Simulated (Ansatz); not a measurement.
**Compressing Ir: a fit and a missing row**

Ir, Fm-3m, a = 3.830 Å. Ansatz: PBEsol, PAW, 420 eV, Γ-centred 18×18×18 mesh on 1 atom, Gaussian smearing 0.10 eV; no spin polarisation. Symmetry fixes shape and atoms, so the cell is only scaled; pressure is positive in compression.

```tsv
V (Å³/atom)	P (GPa)
12.363	?
12.784	46.17
13.205	27.95
13.627	12.72
14.048	0.00
14.470	-10.61
14.891	-19.45
15.453	-28.94
```

Take V0 = 14.048 Å³/atom, fit the third-order Birch–Murnaghan form to the other rows, and predict the missing pressure.

With the Eulerian strain f = ½[(V0/V)^(2/3) − 1] and y = P/[3f(1 + 2f)^(5/2)], the form is the line y = B0 + 1.5 B0 (B0′ − 4) f. Rows (f, y): 0.03244, 405.4; 0.02106, 399.0; 0.01025, 393.2; -0.00977, 380.3; -0.01905, 375.0; -0.03079, 367.3. Means f = 0.0006900, y = 386.70; Σ(Δf)² = 0.003004, ΣΔfΔy = 1.815; the slope is their ratio. y = 386.3 + 604.1 f GPa, so B0 = 386.3 GPa and B0′ = 4 + 2 × (604.1)/(3 × 386.3) = 5.04. At V = 12.363, f = 0.04446, y = 413.16 and P = 68.19 GPa. The run gave 67.97 GPa, so the fit is 0.22 GPa too high, a small miss on the scale of the series.

Spin–orbit coupling is left out, which can shift energies with elements as heavy as these.